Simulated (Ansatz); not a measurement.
## BeO: O interstitial (started 1.72 Å from the nearest host atom)

The reference is an 8-atom supercell of BeO in the wurtzite structure (space group P6_3mc, No. 186; a = 2.690 Å, c = 4.370 Å) at its relaxed geometry.

Modification: a neutral O interstitial (started 1.72 Å from the nearest host atom), atoms relaxed at fixed cell, starting from a slightly rattled geometry.

Method: r2SCAN (Ansatz, an electronic-structure program; PAW; 500 eV plane waves; no SOC). k-mesh 5×9×6 (Γ-centred); smearing 0.01 eV (Fermi–Dirac).

```json
[
 {"quantity": "pressure", "base": "0.0 GPa", "changed": "45.4 GPa", "shift": "+45.4 GPa"},
 {"quantity": "largest displacement of a host atom from its site in the perfect cell", "base": "–", "changed": "1.12 Å", "shift": "–"},
 {"quantity": "final site of the added atom", "base": "–", "changed": "4 Be at 1.57–1.62 Å (tetrahedral)", "shift": "–"}
]
```

Other magnetic orders, which the real material may have, were not ruled out. In so small a cell the defect repeats every few ångströms: this is an ordered compound, not a dilute defect. Starting moments died away, wholly or in part, for O interstitial (started 1.72 Å from the nearest host atom); another magnetic solution may exist. The defect cell is spin-polarised and ends with 0.0 μB.
